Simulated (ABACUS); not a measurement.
# Ru (P6_3/mmc) in ABACUS: notebook

The runs below take Ru through single point, relaxation of cell and atoms, with AM05, r2SCAN.

Everything below comes from runs of ABACUS 3.10.1. Logs are shortened: lines on timing, memory, paths and dates and some standing lists are left out, and cuts for length are marked.

### Step 1. The crystal as given

The structure is hexagonal, space group P6_3/mmc (No. 194). Conventional cell: a = 2.706 Å, b = 2.706 Å, c = 4.282 Å, α = 90.00°, β = 90.00°, γ = 120.00°. Around Ru (site symmetry -6m2) lie 12 Ru at 2.65 to 2.71 Å.

### Step 2. Single point, AM05

Contents of run_abacus.py:

```python
"""ABACUS run from a structure file: ASE reads it, the script writes STRU, KPT and INPUT."""
import re
import subprocess
from ase.io import read
from ase.units import Bohr

atoms = read("POSCAR")
atoms = atoms[(-atoms.numbers).argsort(kind="stable")]  # ABACUS lists atoms element by element
pseudo = {'Ru': 'ru_pbesol_v1.2.uspp.F.UPF'}
orbital = {}
magmoms = None
kmesh = [9, 9, 5]
params = {
    'suffix': 'Ru',
    'calculation': 'scf',
    'basis_type': 'pw',
    'pseudo_dir': './',
    'symmetry': 1,
    'dft_functional': 'GGA_X_AM05+GGA_C_AM05',
    'ecutwfc': 40,
    'pseudo_rcut': 10,
    'nspin': 1,
    'nbands': 26,
    'ks_solver': 'dav',
    'smearing_method': 'fd',
    'smearing_sigma': 0.00367493,
    'scf_thr': 1e-08,
    'scf_nmax': 100,
    'mixing_type': 'broyden',
    'mixing_beta': 0.7,
    'cal_force': 1,
    'cal_stress': 1,
    'ecutrho': 320,
    'out_chg': 1,
    'kpar': 4,
}

symbols = atoms.get_chemical_symbols()
elements = list(dict.fromkeys(symbols))
lines = ["ATOMIC_SPECIES"] + [f"{e} {atoms.get_masses()[symbols.index(e)]:.4f} {pseudo[e]}" for e in elements]
if orbital:
    lines += ["", "NUMERICAL_ORBITAL"] + [orbital[e] for e in elements]
lines += ["", "LATTICE_CONSTANT", f"{1 / Bohr:.10f}", "", "LATTICE_VECTORS"]
lines += [" ".join(f"{x:.10f}" for x in v) for v in atoms.cell]
lines += ["", "ATOMIC_POSITIONS", "Direct"]
for e in elements:
    lines += ["", e, "0.0", str(symbols.count(e))]
    for i, p in enumerate(atoms.get_scaled_positions(wrap=False)):
        if symbols[i] == e:
            mag = "" if magmoms is None else " mag " + " ".join(str(x) for x in (magmoms[i] if isinstance(magmoms[i], list) else [magmoms[i]]))
            lines.append(" ".join(f"{x:.10f}" for x in p) + " 1 1 1" + mag)
open("STRU", "w").write("\n".join(lines) + "\n")
open("KPT", "w").write("K_POINTS\n0\nGamma\n%d %d %d 0 0 0\n" % tuple(kmesh))
open("INPUT", "w").write("INPUT_PARAMETERS\n" + "".join(f"{k:<20s}{v}\n" for k, v in params.items()))

done = subprocess.run(['mpirun', '-np', '4', 'abacus'])
if done.returncode:
    raise SystemExit(done.returncode)
log = open("OUT.Ru/running_scf.log").read()
print("final energy (eV):", re.findall(r"FINAL_ETOT_IS (\S+)", log))
```

Contents of POSCAR:

```
Ru
1.0
    2.7058000000      0.0000000000      0.0000000000
   -1.3529000000      2.3432915376      0.0000000000
    0.0000000000      0.0000000000      4.2819000000
Ru
2
Direct
    0.6666666667      0.3333333333      0.7500000000
    0.3333333333      0.6666666667      0.2500000000
```

Potentials or basis: GBRV ultrasoft 1.5 PBEsol, plane waves.

On the command line:

```console
> OMP_NUM_THREADS=1 python run_abacus.py > log
```

running log:

```text
ABACUS v3.10.1

               Atomic-orbital Based Ab-initio Computation at UStc

 ------------------------------------------------------------------------------------

 READING GENERAL INFORMATION
                           global_out_dir = OUT.Ru/
                           global_in_card = INPUT
                               pseudo_dir = ./
                              orbital_dir =
                                    DSIZE = 4
                                    GSIZE = 1

 READING UNITCELL INFORMATION
                                    ntype = 1
                  lattice constant (Bohr) = 1.88973
              lattice constant (Angstrom) = 1

 READING ATOM TYPE 1
                               atom label = Ru
                      L=0, number of zeta = 1
                      L=1, number of zeta = 1
                      L=2, number of zeta = 1
             number of atom for this type = 2

                        TOTAL ATOM NUMBER = 2
DIRECT COORDINATES
    atom                   x                   y                   z     mag                  vx                  vy                  vz
taud_Ru1            0.6666666667        0.3333333333        0.7500000000  0.0000        0.0000000000        0.0000000000        0.0000000000
taud_Ru2            0.3333333333        0.6666666667        0.2500000000  0.0000        0.0000000000        0.0000000000        0.0000000000

                          Volume (Bohr^3) = 183.213
                             Volume (A^3) = 27.1493

 Lattice vectors: (Cartesian coordinate: in unit of a_0)
              +2.7058                  +0                  +0
              -1.3529            +2.34329                  +0
                   +0                  +0             +4.2819
 Reciprocal vectors: (Cartesian coordinate: in unit of 2 pi/a_0)
            +0.369576           +0.213375                  -0
                   -0            +0.42675                  -0
                   +0                  -0           +0.233541
 The esolver type has been set to : ksdft_pw

                PAO radial cut off (Bohr) = 10

 Read in pseudopotential file is ru_pbesol_v1.2.uspp.F.UPF
                     pseudopotential type = US
          exchange-correlation functional = PBEsol
                 nonlocal core correction = 1
                        valence electrons = 16
                                     lmax = 2
                           number of zeta = 5
                     number of projectors = 6
                           L of projector = 0
                           L of projector = 0
                           L of projector = 1
                           L of projector = 1
                           L of projector = 2
                           L of projector = 2
 XC functional updated to : GGA_X_AM05+GGA_C_AM05
          exchange-correlation functional = GGA_X_AM05+GGA_C_AM05
     initial pseudo atomic orbital number = 26

 SETUP THE ELECTRONS NUMBER
            electron number of element Ru = 16
      total electron number of element Ru = 32
            AUTOSET number of electrons:  = 32
                           occupied bands = 16
                                   NBANDS = 26
                                   NLOCAL = 18

%%%%%%%%%%%%%%%%%%%%%%%%%%%%%%%%%%%%%%%%%%%%%%%%%%%%%%%%%%%%%%%%%%%%%%%%%%%%%%%%%%%%%%%%%%%%%%%%%%%%%%%%%%
 Warning: the number of valence electrons in pseudopotential > 8 for Ru: [Kr] 4d7 5s1
 Pseudopotentials with additional electrons can yield (more) accurate outcomes, but may be less efficient.
 If you're confident that your chosen pseudopotential is appropriate, you can safely ignore this warning.
%%%%%%%%%%%%%%%%%%%%%%%%%%%%%%%%%%%%%%%%%%%%%%%%%%%%%%%%%%%%%%%%%%%%%%%%%%%%%%%%%%%%%%%%%%%%%%%%%%%%%%%%%%

 SETUP THE PLANE WAVE BASIS
 energy cutoff for charge/potential (unit:Ry) = 160
            fft grid for charge/potential = [ 24, 24, 36 ]
                        fft grid division = [ 1, 1, 1 ]
        big fft grid for charge/potential = [ 30, 30, 48 ]
                                     nbxx = 43200
                                     nrxx = 20736

 SETUP PLANE WAVES FOR CHARGE/POTENTIAL
                    number of plane waves = 6279
                         number of sticks = 295

 PARALLEL PW FOR CHARGE/POTENTIAL
     PROC   COLUMNS(POT)             PW
        1            295           6279
 --------------- sum -------------------
        1            295           6279
                            number of |g| = 364
                                  max |g| = 14.4572
                                  min |g| = 0

 energy cutoff for dense charge/potential (unit:Ry) = 320
      fft grid for dense charge/potential = [ 30, 30, 48 ]
                                     nrxx = 43200

 SETUP PLANE WAVES FOR dense CHARGE/POTENTIAL
                    number of plane waves = 17789
[... 51 lines left out ...]
                                       S4 = 0
                                       S6 = 2
                              POINT GROUP = D_3d
                                       C2 = 7
                                       C3 = 2
                                       C4 = 0
                                       C6 = 2
                                       S1 = 7
                                       S3 = 2
                                       S4 = 0
                                       S6 = 2
               POINT GROUP IN SPACE GROUP = D_6h

 SETUP K-POINTS
                                    nspin = 1
                   Input type of k points = Monkhorst-Pack(Gamma)
                                   nkstot = 405
                       right hand lattice = 1
(for reciprocal lattice: )
                             BRAVAIS TYPE = 4
                     BRAVAIS LATTICE NAME = 04. Hexagonal cell
                                    ibrav = 4
                       right hand lattice = 1
(for k-lattice: )
                             BRAVAIS TYPE = 4
                     BRAVAIS LATTICE NAME = 04. Hexagonal cell
                                    ibrav = 4
                       right hand lattice = 1
                        ROTATION MATRICES = 24
                               nkstot_ibz = 36
K-POINTS REDUCTION ACCORDING TO SYMMETRY
     IBZ    DIRECT_X    DIRECT_Y    DIRECT_Z  WEIGHT  ibz2bz
       1  0.00000000  0.00000000  0.00000000  0.0025       0
       2 -0.11111111  0.11111111  0.00000000  0.0148       1
       3 -0.22222222  0.22222222  0.00000000  0.0148       2
       4 -0.33333333  0.33333333  0.00000000  0.0148       3
       5 -0.44444444  0.44444444  0.00000000  0.0148       4
       6 -0.11111111  0.22222222  0.00000000  0.0148      10
[... 22 lines left out ...]
      29 -0.44444444  0.44444444  0.40000000  0.0296     166
      30 -0.11111111  0.22222222  0.40000000  0.0296     172
[... 6 further k points ...]

                               nkstot now = 36
[... K-POINTS DIRECT COORDINATES: 36 rows ...]

           k-point number in this process = 9
       minimum distributed K point number = 9
[... stars of the k points ...]

[... K-POINTS CARTESIAN COORDINATES: 9 rows ...]

[... K-POINTS DIRECT COORDINATES: 9 rows ...]

 SETUP PLANE WAVES FOR WAVE FUNCTIONS
     energy cutoff for wavefunc (unit:Ry) = 40
              fft grid for wave functions = [ 24, 24, 36 ]
                    number of plane waves = 1255
                         number of sticks = 97

 PARALLEL PW FOR WAVE FUNCTIONS
     PROC   COLUMNS(POT)             PW
        1             97           1255
 --------------- sum -------------------
        1             97           1255

 SETUP NONLOCAL PSEUDOPOTENTIALS IN PLANE WAVE BASIS
 Ru non-local projectors:
 projector 1 L=0
 projector 2 L=0
 projector 3 L=1
 projector 4 L=1
 projector 5 L=2
 projector 6 L=2
      TOTAL NUMBER OF NONLOCAL PROJECTORS = 36

 Init Non-Local PseudoPotential table :
 Init Non-Local-Pseudopotential done.

                                     npwx = 786

 Make real space PAO into reciprocal space.
       max mesh points in Pseudopotential = 787
     dq(describe PAO in reciprocal space) = 0.01
                                    max q = 763

 number of pseudo atomic orbitals for Ru is 5
WARNING: norm of atomic wavefunction # 4 of atomic type Ru is 0.999993, renormalized
WARNING: norm of atomic wavefunction # 5 of atomic type Ru is 0.999669, renormalized

 -------------------------------------------
 SELF-CONSISTENT
 -------------------------------------------
                                 init_chg = atomic

 PW ALGORITHM --------------- ION=   1  ELEC=   1--------------------------------

 Density error is 2.58117236212
                          Error Threshold = 0.01
----------------------------------------------------------
     Energy           Rydberg                 eV
----------------------------------------------------------
 E_KohnSham     -387.4325318836      -5271.2900241833
 E_Harris       -409.0274434846      -5565.1038697632
 E_Fermi        2.0110795946         27.3621416175
----------------------------------------------------------
[... 75 lines left out ...]
 Density error is 1.15340948818e-10
                          Error Threshold = 3.6674970248e-11
----------------------------------------------------------
     Energy           Rydberg                 eV
----------------------------------------------------------
 E_KohnSham     -388.2944387936      -5283.0168693046
 E_KS(sigma->0) -388.2939830026      -5283.0106679507
 E_Harris       -388.2945122440      -5283.0178686496
 E_band         -7.5381656150        -102.5620048315
 E_one_elec     -65.0240205869       -884.6971868515
 E_Hartree      56.0237033793        762.2415890207
 E_xc           -51.3087973232       -698.0920011231
 E_Ewald        -327.9844126808      -4462.4568676427
 E_entropy(-TS) -0.0009115819        -0.0124027079
 E_descf        0.0000000000         0.0000000000
 E_exx          0.0000000000         0.0000000000
 E_Fermi        1.7433452807         23.7194293990
----------------------------------------------------------

 charge density convergence is achieved
 final etot is -5283.0168693 eV
 EFERMI = 23.719429399 eV

 STATE ENERGY(eV) AND OCCUPATIONS    NSPIN == 1
 1/9 kpoint (Cartesian) = 0.0000 0.0000 0.0000 (773 pws)
       1       -49.4441     0.00493827
       2       -49.2384     0.00493827
       3       -19.9475     0.00493827
       4       -19.0244     0.00493827
       5       -19.0244     0.00493827
       6       -18.8532     0.00493827
[... 158 lines left out ...]
      25        43.3438        0.00000
      26        44.0144        0.00000

[... levels at 3 further k points ...]

------------------------------------------------------------------------------------------
 TOTAL-FORCE (eV/Angstrom)
------------------------------------------------------------------------------------------
                       Ru1         0.0000000000         0.0000000000         0.0000000000
                       Ru2         0.0000000000         0.0000000000         0.0000000000
------------------------------------------------------------------------------------------

----------------------------------------------------------------
 TOTAL-STRESS (KBAR)
----------------------------------------------------------------
       -87.9915153322        -0.0000000000         0.0000000000
         0.0000000000       -87.9915153292         0.0000000000
         0.0000000000         0.0000000000       -91.2599824611
----------------------------------------------------------------
 TOTAL-PRESSURE: -89.081004 KBAR

 --------------------------------------------
 !FINAL_ETOT_IS -5283.0168693046443877 eV
 --------------------------------------------
```

Run time: 9.1 s. Hardware: 4 MPI ranks of Intel Xeon Platinum 8375C at 2.90GHz (Ice Lake), shared host; peak memory 0.48 GiB.

What came out:

| Quantity | Value |
| --- | --- |
| Free energy | -5283.0169 eV |
| Pressure | -8.9 GPa |
| Band gap on the k mesh | none (metal or under the smearing width) |

Stress tensor (GPa, compression positive):
```
-8.80  0.00  0.00
 0.00 -8.80  0.00
 0.00  0.00 -9.13
```

Levels at points of the mesh, in eV from the Fermi level:
```csv
k point,band 14,band 15,band 16,band 17,band 18
"(0.00, 0.00, 0.00)",-2.03,-2.03,-1.48,-1.48,1.10
```

Caveat: the potentials were made for another functional, which shifts forces and pressure.

### Step 3. Single point, r2SCAN

Contents of INPUT:

```
INPUT_PARAMETERS
suffix              Ru
calculation         scf
basis_type          lcao
pseudo_dir          ./
orbital_dir         ./
latname             hexagonal
symmetry            1
dft_functional      MGGA_X_R2SCAN+MGGA_C_R2SCAN
ecutwfc             100
pseudo_rcut         10
nspin               1
nbands              26
ks_solver           genelpa
smearing_method     fd
smearing_sigma      0.00367493
scf_thr             1e-07
scf_nmax            100
mixing_type         broyden
mixing_beta         0.7
cal_force           1
cal_stress          1
mixing_tau          1
out_mul             1
out_chg             1
```

Contents of STRU:

```
ATOMIC_SPECIES
Ru 101.0700 Ru_ONCV_PBE-1.2.upf

NUMERICAL_ORBITAL
Ru_confined-atom_7au_3s2p2d1f.orb

LATTICE_CONSTANT
5.1132209480

LATTICE_PARAMETERS
1.5824894671

ATOMIC_POSITIONS
Direct

Ru
0.0
2
0.6666666667 0.3333333333 0.7500000000 1 1 1
0.3333333333 0.6666666667 0.2500000000 1 1 1
```

Contents of KPT:

```
K_POINTS
0
Gamma
8 8 4 0 0 0
```

Potentials or basis: SG15 ONCV 1.2 PBE, DZP LCAO (the cutoffs set its grid).

On the command line:

```console
> OMP_NUM_THREADS=1 mpirun -np 4 abacus > log
```

It took 13 s on 4 MPI ranks of AMD EPYC 9R45 (Zen 5), shared host; peak memory 0.44 GiB.

The run converged. Its results:

```
Free energy            : -5132.9099 eV
Pressure               : -2.6 GPa
Band gap on the k mesh : none (metal or under the smearing width)
```

Stress tensor (GPa, compression positive):
```
-2.12  0.00  0.00
 0.00 -2.12  0.00
 0.00  0.00 -3.57
```

Levels at points of the mesh, in eV from the Fermi level:
```csv
k point,band 12,band 13,band 14,band 15,band 16,band 17,band 18,band 19,band 20,band 21
"(0.00, 0.00, 0.00)",-2.64,-2.48,-1.93,-1.93,-1.41,-1.41,1.28,1.28,1.33,10.75
"(0.50, 0.50, 0.00)",-3.10,-2.14,-1.88,-1.54,1.55,1.98,2.04,4.26,6.41,11.64
"(0.00, 0.00, 0.50)",-2.84,-2.82,-2.82,-2.82,-2.82,0.62,0.62,0.62,0.62,15.52
"(0.50, 0.50, 0.50)",-4.71,-1.06,-1.06,0.48,0.48,1.82,1.82,3.56,3.56,11.01
```

Caveat: the k mesh is coarse (spacing up to 0.37 Å⁻¹), so the values aren't converged; the atomic orbitals were generated for these runs and aren't a published set; the potentials were made for another functional, which shifts forces and pressure; the basis of atomic orbitals isn't converged, which shifts pressures, moduli and gaps.

[end of part 1 of 2]
